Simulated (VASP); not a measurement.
# Si (Fd-3m) in VASP: notebook

One crystal, Si, is run at these levels: PBE+D3(BJ); tasks: relaxation of the atoms.

Everything below comes from runs of VASP 6.6.1. Logs are shortened: lines on timing, memory, paths and dates and some standing lists are left out, and cuts for length are marked.

## 1. The structure

Symmetry: Fd-3m, No. 227, cubic system. The conventional cell has a = 5.420 Å, b = 5.420 Å, c = 5.420 Å, α = 90.00°, β = 90.00°, γ = 90.00°. Around Si (site symmetry -43m) lie 4 Si at 2.35 Å.

## 2. Relaxation of the atoms, PBE+D3(BJ) (a relaxed cell with its volume scaled by 0.98)

Input file INCAR:

```
SYSTEM = Si
PREC = Accurate
ENCUT = 600
EDIFF = 1E-7
ISMEAR = 0
SIGMA = 0.03
LREAL = .FALSE.
LASPH = .TRUE.
NELM = 80
ALGO = Normal
ISIF = 2
LWAVE = .FALSE.
LCHARG = .FALSE.
GGA = PE
IVDW = 12
IBRION = 2
NSW = 40
EDIFFG = -0.01
```

Input file KPOINTS:

```
Automatic mesh
0
G
  10 10 10
  0 0 0
```

Input file POSCAR:

```
Si                                      
1.0
    0.0000000000      2.6917423270      2.6917423270
    2.6917423270      0.0000000000      2.6917423270
    2.6917423270      2.6917423270      0.0000000000
  Si            
     2
Direct
     0.7500000000000000    0.7500000000000000    0.7500000000000000
     0.5000000000000000    0.5000000000000000    0.5000000000000000
```

Potentials or basis: VASP PAW PBE potentials, release 64 (Si).

Command:

```console
cat potpaw_PBE.64/Si/POTCAR > POTCAR
mpirun -np 1 vasp_std > vasp.out
```

OUTCAR:

```text
SYSTEM = Si
   PREC = Accurate
   ENCUT = 600
   EDIFF = 1E-7
   ISMEAR = 0
   LREAL = .FALSE.
   LASPH = .TRUE.
   NELM = 80
   ISIF = 2
   GGA = PE
   IVDW = 12
   IBRION = 2
   NSW = 40
   EDIFFG = -0.01
 IVDW          = 12

 ion  position               nearest neighbor table
   1  0.750  0.750  0.750-   2 2.33   2 2.33   2 2.33   2 2.33
   2  0.500  0.500  0.500-   1 2.33   1 2.33   1 2.33   1 2.33

  LATTYP: Found a face centered cubic cell.
 ALAT       =     5.3834846540

  Lattice vectors:

 A1 = (   0.0000000000,   2.6917423270,   2.6917423270)
 A2 = (   2.6917423270,   0.0000000000,   2.6917423270)
 A3 = (   2.6917423270,   2.6917423270,   0.0000000000)

Analysis of symmetry for initial positions (statically):
=====================================================================
 Subroutine PRICEL returns:
 Original cell was already a primitive cell.

 Routine SETGRP: Setting up the symmetry group for a
 face centered cubic supercell.

 Subroutine GETGRP returns: Found 48 space group operations
 (whereof 24 operations were pure point group operations)
 out of a pool of 48 trial point group operations.

The static configuration has the point symmetry T_d .
 The point group associated with its full space group is O_h .

Analysis of symmetry for dynamics (positions and initial velocities):
=====================================================================
 Subroutine PRICEL returns:
 Original cell was already a primitive cell.

 Routine SETGRP: Setting up the symmetry group for a
 face centered cubic supercell.

 Subroutine GETGRP returns: Found 48 space group operations
 (whereof 24 operations were pure point group operations)
 out of a pool of 48 trial point group operations.

The dynamic configuration has the point symmetry T_d .
 The point group associated with its full space group is O_h .

 Subroutine INISYM returns: Found 48 space group operations
 (whereof 24 operations are pure point group operations),
 and found     1 'primitive' translations

----------------------------------------------------------------------------------------

                                     Primitive cell

  volume of cell :      39.0059

  direct lattice vectors                    reciprocal lattice vectors
     0.000000000  2.691742327  2.691742327    -0.185753293  0.185753293  0.185753293
     2.691742327  0.000000000  2.691742327     0.185753293 -0.185753293  0.185753293
     2.691742327  2.691742327  0.000000000     0.185753293  0.185753293 -0.185753293

  length of vectors
     3.806698505  3.806698505  3.806698505     0.321734140  0.321734140  0.321734140

  position of ions in fractional coordinates (direct lattice)
     0.750000000  0.750000000  0.750000000
     0.500000000  0.500000000  0.500000000

  ion indices of the primitive-cell ions
   primitive index   ion index
                 1           1
                 2           2

----------------------------------------------------------------------------------------

 KPOINTS: Automatic mesh

Automatic generation of k-mesh.
 Grid dimensions read from file:
 generate k-points for:   10   10   10

 Generating k-lattice:

  Cartesian coordinates                     Fractional coordinates (reciprocal lattice)
    -0.018575329  0.018575329  0.018575329     0.100000000  0.000000000  0.000000000
     0.018575329 -0.018575329  0.018575329     0.000000000  0.100000000  0.000000000
     0.018575329  0.018575329 -0.018575329     0.000000000  0.000000000  0.100000000

  Length of vectors
     0.032173414  0.032173414  0.032173414

  Shift w.r.t. Gamma in fractional coordinates (k-lattice)
     0.000000000  0.000000000  0.000000000

 Subroutine IBZKPT returns following result:
 ===========================================

 Found     47 irreducible k-points:

 Following reciprocal coordinates:
            Coordinates               Weight
  0.000000  0.000000  0.000000      1.000000
  0.100000  0.000000  0.000000      8.000000
  0.200000  0.000000  0.000000      8.000000
  0.300000  0.000000  0.000000      8.000000
  0.400000  0.000000  0.000000      8.000000
  0.500000  0.000000  0.000000      4.000000
[... 16 lines left out ...]
  0.300000  0.300000  0.000000      6.000000
  0.400000  0.300000  0.000000     24.000000
 [... further k-points ...]
   k-points           NKPTS =     47   k-points in BZ     NKDIM =     47   number of bands    NBANDS=      8
   number of dos      NEDOS =    301   number of ions     NIONS =      2
   total plane-waves  NPLWV =  27000
   dimension x,y,z NGX =    30 NGY =   30 NGZ =   30
   dimension x,y,z NGXF=    60 NGYF=   60 NGZF=   60
   ions per type =               2
   NGX,Y,Z   is equivalent  to a cutoff of  13.10, 13.10, 13.10 a.u.
   NGXF,Y,Z  is equivalent  to a cutoff of  26.20, 26.20, 26.20 a.u.
 SYSTEM =  Si
   PREC   = accura    normal or accurate (medium, high low for compatibility)
   ISTART =      0    job   : 0-new  1-cont  2-samecut
   ICHARG =      2    charge: 1-file 2-atom 10-const
   ISPIN  =      1    spin polarized calculation?
   LNONCOLLINEAR =      F non collinear calculations
   LSORBIT =      F    spin-orbit coupling
   LASPH  =      T    aspherical Exc in radial PAW
   ENCUT  =  600.0 eV  44.10 Ry    6.64 a.u.   7.60  7.60  7.60*2*pi/ulx,y,z
   NELM   =     80;   NELMIN=  2; NELMDL= -5     # of ELM steps
   EDIFF  = 0.1E-06   stopping-criterion for ELM
   LREAL  =      F    real-space projection
   EDIFFG = -.1E-01   stopping-criterion for IOM
   NSW    =     40    number of steps for IOM
   IBRION =      2    ionic relax: 0-MD 1-quasi-New 2-CG
   NFREE  =      1    steps in history (QN), initial steepest desc. (CG)
   ISIF   =      2    stress and relaxation
   ISYM   =      2    0-nonsym 1-usesym 2-fastsym
   POTIM  = 0.5000    time-step for ionic-motion
   TEBEG  =    0.0;   TEEND  =   0.0 temperature during run
   PSTRESS=    0.0 pullay stress
   NELECT =       8.0000    total number of electrons
   NUPDOWN=      -1.0000    fix difference up-down
   EMIN   =  10.00;   EMAX   =-10.00  energy-range for DOS
   EFERMI =   0.00;   METHOD = LEGACY
   ISMEAR =     0;   SIGMA  =   0.03  broadening in eV -4-tet -1-fermi 0-gaus
   EFERMI_NEDOS =   21; number of points for ismear=-14 and -15
   IALGO  =     38    algorithm
   IMIX   =      4    mixing-type and parameters
     AMIX     =   0.40;   BMIX     =  1.00
     AMIX_MAG =   1.60;   BMIX_MAG =  1.00
  volume/ion in A,a.u.               =      19.50       131.61
  Fermi-wavevector in a.u.,A,eV,Ry     =   0.965446  1.824428 12.681801  0.932086
  Thomas-Fermi vector in A             =   2.095163
   LORBIT       =      0    0 simple, 1 ext, 2 COOP (PROOUT), +10 PAW based schemes
   GGA     = PE    functional components
   LHFCALC =     F    Hartree Fock is set to
   AEXX    =    0.0000 exact exchange contribution
   IVDW    =    12    specifies the selected vdW correction
   LEPSILON=     F    determine dielectric tensor
   LRPA    =     F    only Hartree local field effects (RPA)
 conjugate gradient relaxation of ions
 non-spin polarized calculation
 Gauss-broadening in eV      SIGMA  =   0.03
  energy-cutoff  :      600.00
  volume of cell :       39.01
 maximum number of plane-waves:      1326
   NGX = 15   NGY = 15   NGZ = 15

 number of electron       7.9999999 magnetization

 Free energy of the ion-electron system (eV)
  ---------------------------------------------------
  ext. energy  EPLUGINS =         0.00000000
  ---------------------------------------------------
  free energy    TOTEN  =       -10.82317524 eV

  energy without entropy =      -10.82317524  energy(sigma->0) =      -10.82317524

 E-fermi :   6.2702     XC(G=0):  -9.5118

 val. band max:        6.0942992472   @ k =   0.0000   0.0000   0.0000
 cond. band min:       6.6291038920   @ k =   0.4000   0.4000   0.0000
 fundamental gap:      0.5348046448
 Fermi energy:         6.2702372900

 k-point     1 :       0.0000    0.0000    0.0000
  band No.  band energies     occupation
      1      -6.0454      2.00000
      2       6.0943      2.00000
      3       6.0943      2.00000
      4       6.0943      2.00000
      5       8.6702      0.00000
      6       8.6702      0.00000
      7       8.6702      0.00000
      8       9.7734      0.00000

 k-point     2 :       0.1000    0.0000    0.0000
  band No.  band energies     occupation
      1      -5.9115      2.00000
      2       4.9461      2.00000
      3       5.8907      2.00000
      4       5.8907      2.00000
      5       8.7309      0.00000
      6       8.9701      0.00000
      7       8.9701      0.00000
      8      10.6427      0.00000

 k-point     3 :       0.2000    0.0000    0.0000
  band No.  band energies     occupation
      1      -5.5159      2.00000
      2       3.0558      2.00000
      3       5.5021      2.00000
      4       5.5021      2.00000
      5       8.4039      0.00000
      6       9.4848      0.00000
      7       9.4848      0.00000
      8      12.3828      0.00000

 k-point     4 :       0.3000    0.0000    0.0000
  band No.  band energies     occupation
      1      -4.8852      2.00000
      2       1.2347      2.00000
      3       5.1619      2.00000
      4       5.1619      2.00000
      5       8.0475      0.00000
      6       9.6398      0.00000
      7       9.6398      0.00000
      8      13.7152      0.00000

 k-point     5 :       0.4000    0.0000    0.0000
  band No.  band energies     occupation
      1      -4.1162      2.00000
      2      -0.2765      2.00000
      3       4.9469      2.00000
      4       4.9469      2.00000
      5       7.8094      0.00000
      6       9.5039      0.00000
      7       9.5039      0.00000
      8      13.9810      0.00000
[... 177 lines left out ...]
 k-point    22 :      -0.2000    0.2000    0.0000
  band No.  band energies     occupation
      1      -4.6643      2.00000
      2       1.5879      2.00000
      3       3.0147      2.00000
      4       5.2340      2.00000
      5       9.0425      0.00000
      6      10.1275      0.00000
      7      10.4576      0.00000
      8      11.9520      0.00000

 k-point    23 :       0.3000    0.3000    0.0000
  band No.  band energies     occupation
      1      -4.4605      2.00000
      2       1.6707      2.00000
      3       3.8106      2.00000
      4       3.8106      2.00000
      5       6.9236      0.00000
      6       8.4782      0.00000
      7      12.8507      0.00000
      8      12.8507      0.00000

 k-point    24 :       0.4000    0.3000    0.0000
  band No.  band energies     occupation
      1      -3.8328      2.00000
      2       0.6434      2.00000
      3       3.1654      2.00000
      4       3.6020      2.00000
      5       7.1115      0.00000
      6       8.3112      0.00000
      7      13.1798      0.00000
      8      13.2607      0.00000

 [... further k-points ...]

------------------------ aborting loop because EDIFF is reached ----------------------------------------

 Edisp (eV)   -0.64501

 E8    (eV) :    -0.2676

  FORCE on cell =-STRESS in cart. coord.  units (eV):
  Direction    XX          YY          ZZ          XY          YZ          ZX
  --------------------------------------------------------------------------------------
  -------------------------------------------------------------------------------------
  Total       0.47725     0.47725     0.47725    -0.00000     0.00000     0.00000
  in kB      19.60299    19.60299    19.60299    -0.00000     0.00000     0.00000
  external pressure =       19.60 kB  Pullay stress =        0.00 kB

 VOLUME and BASIS-vectors are now :
 -----------------------------------------------------------------------------
  energy-cutoff  :      600.00
  volume of cell :       39.01
      direct lattice vectors                 reciprocal lattice vectors
     0.000000000  2.691742327  2.691742327    -0.185753293  0.185753293  0.185753293
     2.691742327  0.000000000  2.691742327     0.185753293 -0.185753293  0.185753293
     2.691742327  2.691742327  0.000000000     0.185753293  0.185753293 -0.185753293

 POSITION                                       TOTAL-FORCE (eV/Angst)
 -----------------------------------------------------------------------------------
      4.03761      4.03761      4.03761        -0.000000     -0.000000     -0.000000
      2.69174      2.69174      2.69174         0.000000      0.000000      0.000000
 -----------------------------------------------------------------------------------
    total drift:                                0.000000     -0.000000     -0.000000

  FREE ENERGIE OF THE ION-ELECTRON SYSTEM (eV)
  ---------------------------------------------------
  free  energy   TOTEN  =       -11.4681819663 eV

  energy  without entropy=      -11.4681819663  energy(sigma->0) =      -11.46818197

 reached required accuracy - stopping structural energy minimisation
```

Run time: 9.8 s. Hardware: 1 thread of Intel Xeon Platinum 8488C (Sapphire Rapids), shared host; peak memory 0.17 GiB.

Results:

```
Free energy                : -11.4682 eV
Pressure after relaxing    : 2.0 GPa
Band gap on the k mesh     : 0.53 eV, indirect (least direct gap 2.58 eV)
Dispersion energy per atom : -0.323 eV
```

Final structure:
```
Si
1.0
     0.00000    2.69174    2.69174
     2.69174    0.00000    2.69174
     2.69174    2.69174    0.00000
Si
2
Direct
  0.75000 0.75000 0.75000
  0.50000 0.50000 0.50000
```

Caveat: the relaxation stopped at its first step, so nothing moved. A k mesh can miss the band edges.

## 3. Relaxation of the atoms, PBE+D3(BJ)

INCAR is that of step 2.

KPOINTS is that of step 2.

Input file POSCAR:

```
Si                                      
1.0
    0.0000000000      2.7099303269      2.7099303269
    2.7099303269      0.0000000000      2.7099303269
    2.7099303269      2.7099303269      0.0000000000
  Si            
     2
Direct
     0.7500000000000000    0.7500000000000000    0.7500000000000000
     0.5000000000000000    0.5000000000000000    0.5000000000000000
```

Potentials or basis: VASP PAW PBE potentials, release 64 (Si).

Command:

```console
cat potpaw_PBE.64/Si/POTCAR > POTCAR
mpirun -np 1 vasp_std > vasp.out
```

OUTCAR:

```text
SYSTEM = Si
   PREC = Accurate
   ENCUT = 600
   EDIFF = 1E-7
   ISMEAR = 0
   LREAL = .FALSE.
   LASPH = .TRUE.
   NELM = 80
   ISIF = 2
   GGA = PE
   IVDW = 12
   IBRION = 2
   NSW = 40
   EDIFFG = -0.01
 IVDW          = 12

 ion  position               nearest neighbor table
   1  0.750  0.750  0.750-   2 2.35   2 2.35   2 2.35   2 2.35
   2  0.500  0.500  0.500-   1 2.35   1 2.35   1 2.35   1 2.35

[... 461 lines left out ...]

 Edisp (eV)   -0.63206

 E8    (eV) :    -0.2621

  FORCE on cell =-STRESS in cart. coord.  units (eV):
  Direction    XX          YY          ZZ          XY          YZ          ZX
  --------------------------------------------------------------------------------------
  -------------------------------------------------------------------------------------
  Total       0.00201     0.00201     0.00201     0.00000     0.00000     0.00000
  in kB       0.08084     0.08084     0.08084     0.00000     0.00000     0.00000
  external pressure =        0.08 kB  Pullay stress =        0.00 kB

 VOLUME and BASIS-vectors are now :
 -----------------------------------------------------------------------------
  energy-cutoff  :      600.00
  volume of cell :       39.80
      direct lattice vectors                 reciprocal lattice vectors
     0.000000000  2.709930327  2.709930327    -0.184506589  0.184506589  0.184506589
     2.709930327  0.000000000  2.709930327     0.184506589 -0.184506589  0.184506589
     2.709930327  2.709930327  0.000000000     0.184506589  0.184506589 -0.184506589

 POSITION                                       TOTAL-FORCE (eV/Angst)
 -----------------------------------------------------------------------------------
      4.06490      4.06490      4.06490        -0.000000     -0.000000      0.000000
      2.70993      2.70993      2.70993         0.000000      0.000000     -0.000000
 -----------------------------------------------------------------------------------
    total drift:                               -0.000000     -0.000000     -0.000000

  FREE ENERGIE OF THE ION-ELECTRON SYSTEM (eV)
  ---------------------------------------------------
  free  energy   TOTEN  =       -11.4729820539 eV

  energy  without entropy=      -11.4729820539  energy(sigma->0) =      -11.47298205

 reached required accuracy - stopping structural energy minimisation
```

OSZICAR:

```text
N       E                     dE             d eps       ncg     rms          rms(c)
DAV:   1     0.115349418101E+02    0.11535E+02   -0.37159E+03   752   0.906E+02
DAV:   2    -0.107487627206E+02   -0.22284E+02   -0.22048E+02  1192   0.914E+01
DAV:   3    -0.110234690848E+02   -0.27471E+00   -0.27471E+00   920   0.132E+01
DAV:   4    -0.110246765437E+02   -0.12075E-02   -0.12075E-02  1208   0.101E+00
DAV:   5    -0.110246781137E+02   -0.15701E-05   -0.15701E-05   968   0.290E-02    0.492E+00
DAV:   6    -0.108973359584E+02    0.12734E+00   -0.84810E-02   888   0.153E+00    0.301E+00
DAV:   7    -0.108396454284E+02    0.57691E-01   -0.15928E-01   968   0.223E+00    0.196E-01
DAV:   8    -0.108407052425E+02   -0.10598E-02   -0.40464E-03   856   0.483E-01    0.739E-02
DAV:   9    -0.108408937164E+02   -0.18847E-03   -0.18445E-04  1120   0.109E-01    0.575E-02
DAV:  10    -0.108409195933E+02   -0.25877E-04   -0.31141E-05   872   0.422E-02    0.103E-02
DAV:  11    -0.108409192249E+02    0.36837E-06   -0.56897E-07  1192   0.534E-03    0.231E-03
DAV:  12    -0.108409195184E+02   -0.29352E-06   -0.55607E-07   888   0.604E-03    0.117E-03
DAV:  13    -0.108409195371E+02   -0.18623E-07   -0.18548E-09   648   0.400E-04
   1 F= -.11472982E+02 E0= -.11472982E+02  d E =-.114730E+02
```

Run time: 7.9 s. Hardware: 1 thread of Intel Xeon Platinum 8488C (Sapphire Rapids), shared host; peak memory 0.17 GiB.

What came out:

| Item | Value |
| --- | --- |
| Free energy | -11.4730 eV |
| Pressure after relaxing | 0.0 GPa |
| Band gap on the k mesh | 0.57 eV, indirect (least direct gap 2.57 eV) |
| Dispersion energy per atom | -0.316 eV |

Final structure:
```cif
data_structure
_symmetry_space_group_name_H-M 'P 1'
_symmetry_Int_Tables_number 1
_cell_length_a 3.8324
_cell_length_b 3.8324
_cell_length_c 3.8324
_cell_angle_alpha 60.000
_cell_angle_beta 60.000
_cell_angle_gamma 60.000
_cell_volume 39.80
loop_
_atom_site_label
_atom_site_type_symbol
_atom_site_fract_x
_atom_site_fract_y
_atom_site_fract_z
_atom_site_occupancy
Si1 Si 0.75000 0.75000 0.75000 1
Si2 Si 0.50000 0.50000 0.50000 1
```

Caveat: the relaxation stopped at its first step, so nothing moved.

## 4. Relaxation of the atoms, PBE+D3(BJ) (a relaxed cell with its volume scaled by 1.02)

INCAR is that of step 3.

KPOINTS is that of step 3.

Input file POSCAR:

```
Si                                      
1.0
    0.0000000000      2.7278774084      2.7278774084
    2.7278774084      0.0000000000      2.7278774084
    2.7278774084      2.7278774084      0.0000000000
  Si            
     2
Direct
     0.7500000000000000    0.7500000000000000    0.7500000000000000
     0.5000000000000000    0.5000000000000000    0.5000000000000000
```

Command:

```console
cat potpaw_PBE.64/Si/POTCAR > POTCAR
mpirun -np 1 vasp_std > vasp.out
```

It took 7.9 s on 1 thread of Intel Xeon Platinum 8488C (Sapphire Rapids), shared host; peak memory 0.17 GiB.

Results (log left out):

```yaml
Free_energy: -11.4686 eV
Pressure_after_relaxing: -1.7 GPa
Band_gap_on_the_k_mesh: 0.61 eV, indirect (least direct gap 2.56 eV)
Dispersion_energy_per_atom: -0.310 eV
```

Final structure:
```xyz
2
Lattice="0.0000 2.7279 2.7279 2.7279 0.0000 2.7279 2.7279 2.7279 0.0000" Properties=species:S:1:pos:R:3 pbc="T T T"
Si    4.0918    4.0918    4.0918
Si    2.7279    2.7279    2.7279
```

Levels at points of the mesh, in eV from the valence-band top:
```
           k point  band 2  band 3  band 4  band 5  band 6  band 7
(0.00, 0.00, 0.00)    0.00    0.00    0.00    2.56    2.56    2.56
(0.50, 0.00, 0.00)   -6.90   -1.18   -1.18    1.49    3.35    3.35
(0.50, 0.50, 0.00)   -7.77   -2.81   -2.81    0.74    0.74   10.00
```

Caveat: the relaxation stopped at its first step, so nothing moved. A k mesh can miss the band edges.

(Part 1 of 2 ends here.)
